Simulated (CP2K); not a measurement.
Runs of CP2K 2026.2 on BaF2 (Frankdicksonite). The structure is cubic, space group Fm-3m (No. 225). The conventional cell has a = 6.200 Å, b = 6.200 Å, c = 6.200 Å, α = 90.00°, β = 90.00°, γ = 90.00°. Around Ba (site symmetry m-3m) lie 8 F at 2.68 Å. F (site symmetry -43m) has 4 Ba at 2.68 Å as nearest neighbours. 

```csv
task,level,potentials or basis,spin,smearing,EPS_DEFAULT,k points reduced by the point group,NGRIDS,points a segment of the path (NPOINTS),bands added on the path,gap on the mesh (eV),pressure (GPa)
band structure,PBE,"POTENTIAL_UZH Ba GTH-PBE-q10, F GTH-PBE-q7; TZVP-MOLOPT-PBE-GTH basis",off,fermi-dirac 0.05 eV,1.0E-9,yes,4,6,6,6.79,2.2
band structure,TB-mBJ,"POTENTIAL_UZH Ba GTH-PBE-q10, F GTH-PBE-q7; TZVP-MOLOPT-PBE-GTH basis",off,fermi-dirac 0.1 eV,1.0E-9,yes,4,8,2,(a),-
band structure,PBEsol,"POTENTIAL_UZH Ba GTH-PBE-q10, F GTH-PBE-q7; TZVP-MOLOPT-PBE-GTH basis",off,fermi-dirac 0.0259 eV,1.0E-10,yes,4,8,4,6.62,(b)
band structure,r2SCAN,"POTENTIAL_UZH Ba GTH-SCAN-q10, F GTH-SCAN-q7; TZVP-MOLOPT-SCAN-GTH basis",off,fermi-dirac 0.0259 eV,1.0E-9,yes,5,8,2,7.35,1.6
band structure,LDA,"GTH_POTENTIALS Ba GTH-PADE-q10, F GTH-PADE-q7; TZVP-MOLOPT-PBE-GTH basis",off,fermi-dirac 0.1 eV,1.0E-10,yes,5,6,4,6.42,-3.9
band structure,PBE,"GTH_SOC_POTENTIALS Ba GTH-PBE-q10, F GTH-PBE-q7; TZVP-MOLOPT-PBE-GTH basis","SOC, no magnetisation",fermi-dirac 0.05 eV,1.0E-9,-,5,6,2,-,2.0
```

Alike in all rows: cell as given; k mesh 8 × 8 × 8.

Fill in the values left out.

(a) 7.77; (b) -0.6.

Caveats: the basis of atomic orbitals isn't converged, which shifts pressures, moduli and gaps; spin-orbit coupling is left out, which moves the levels of the heavy elements (some runs); the potentials were made for another functional, which shifts forces and pressure (some runs); this is a model potential without an energy functional, so only levels have meaning (some runs).

A k mesh can miss the band edges, and rows without SOC leave out spin-orbit coupling on Ba.
